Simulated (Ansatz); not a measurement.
Runs of Ansatz 0.2.0 on Mg. Symmetry: I4/mmm, No. 139, tetragonal system. Conventional cell: a = 3.672 Å, b = 3.672 Å, c = 3.359 Å, α = 90.00°, β = 90.00°, γ = 90.00°. Mg (site symmetry 4/mmm) has 10 Mg at 3.09 to 3.36 Å as nearest neighbours. This isn't the form of Mg at room conditions, which is hcp.

| task | level | potentials or basis | k mesh | cutoff (eV) | smearing | other keys | gap on the mesh (eV) | pressure (GPa) | V0 of scaled cells (Å³/atom) | B0 (GPa) |
| --- | --- | --- | --- | --- | --- | --- | --- | --- | --- | --- |
| projected density of states | B3LYP+D3(BJ) | JTH PAW LDA | 8 × 8 × 8 | 870 | cold 0.01 eV | hamiltonian.dispersion = d3bj; scf.convergence.dr2_threshold = 1e-06 | none | -3.2 | - | - |
| equation of state | m-r2SCAN | SPMS NC | 11 × 11 × 11 | 762 | gaussian 0.01 eV | - | - | - | (a) | 37 |
| single point | r2SCANh+D3(BJ)-ATM | Ansatz PAW | 8 × 8 × 8 | 500 | methfessel-paxton 0.025 eV | kpoints.mp_grid.shift = [0.5, 0.5, 0.5] | none | -1.1 | - | - |
| equation of state | LDA | PseudoDojo LDA | 11 × 11 × 11 | 1143 | fermi-dirac 0.05 eV | - | - | - | 21.71 | (b) |

Alike in all rows: no spin polarisation; cell as given.

**Question.** Estimate the missing entries.

**Answer.** (a) 23.07; (b) 39.

Caveats: pairwise dispersion overbinds metals, which lowers pressure and volume (some runs); the thresholds are loose for stress (some runs); the cell was scaled at fixed shape and fractional positions, which overstates the stiffness of a crystal with free parameters, most of all of layers and chains (some runs); the meta-GGA runs on potentials made for a GGA (some runs); the potentials were made for another functional, which shifts forces and pressure (some runs); the PAW data sets come from PBE, with cores solved anew for the run's functional, which leaves a small shift of forces and pressure (some runs).

A gap of «none» marks a metal or a gap under the smearing width.

Runs at the PBE level aren't shown here.
